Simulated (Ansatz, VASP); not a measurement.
One calculation of Cu, two programs

```
CELL_PARAMETERS angstrom
1.83206 1.83206 0.00000
-1.83206 1.83206 0.00000
0.00000 0.00000 3.34961
ATOMIC_POSITIONS crystal
Cu 0.00000 0.00000 0.00000
Cu 0.50000 0.50000 0.50000
```

Change from the starting cell: uniaxial strain along c, a, b and atoms relaxed: -6.0 %.

Alike in both runs: functional PBEsol; k mesh 20 × 20 × 14; occupations gaussian, width 0.1 eV; no spin polarisation.

Ansatz relaxed the structure, and its values are those at the end. VASP's run is a single point on that final structure, the one shown.

|  | VASP | Ansatz |
| --- | --- | --- |
| version | VASP 6.6.1 | Ansatz 0.2.0 |
| potentials or method | VASP PAW PBE potentials, release 64 (Cu) | scalar-relativistic, plane waves, PAW |
| plane-wave cutoff (eV) | 520 | 420 |
| valence electrons in the cell | 22 | 38 |

```tsv
	VASP	Ansatz	Ansatz less VASP
gap on the k mesh at the Fermi level (eV)	none	none	-
pressure (GPa)	2.0	1.3	-0.71
```

A gap of «none» marks a metal or a gap that the smearing closes. With one functional, cell and mesh, what is left measures potentials, basis and numerics. The two sets of potentials don't hold the same shells in valence.

Caveats: the PAW data sets were made with another functional, which shifts forces and pressure a little (VASP).
